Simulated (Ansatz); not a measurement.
The system is BaTiO3.

```
Ba Ti O
1.0
     3.99980    0.00000    0.00000
     0.00000    3.99980    0.00000
     0.00000    0.00000    4.01800
Ba Ti O
1 1 3
Direct
  0.00000 0.00000 0.00000
  0.50000 0.50000 0.49000
  0.00000 0.50000 0.51700
  0.50000 0.00000 0.51700
  0.50000 0.50000 0.01900
```

Base run:

| Property | Result |
| --- | --- |
| Program | Ansatz 0.2.0 |
| Functional | PBE |
| Potentials or basis | all-electron LAPW, scalar-relativistic |
| Cutoff | 432 eV |
| Density cutoff | 1729 eV |
| Basis error allowed | 0.001 eV/atom |
| k mesh | 7 × 7 × 7 |
| Occupations | fermi-dirac, width 0.05 eV |
| Spin | no spin polarisation |

Its results: band gap on the k mesh 1.92 eV, indirect (least direct gap 2.08 eV); pressure 2.4 GPa; largest force 0.311 eV/Å.

The run is repeated on the same cell with these changes: functional from PBE to PBEsol. What comes out?

Band gap on the k mesh 1.88 eV, indirect (least direct gap 2.04 eV); pressure -3.8 GPa; largest force 0.359 eV/Å.

PBEsol binds more tightly than PBE, so the same cell stands under less pressure.

Caveats: spin-orbit coupling is left out, which moves the levels of the heavy elements; an odd mesh through Γ misses points on the zone boundary, where band edges often lie.

Not every run made on this cell is shown here.
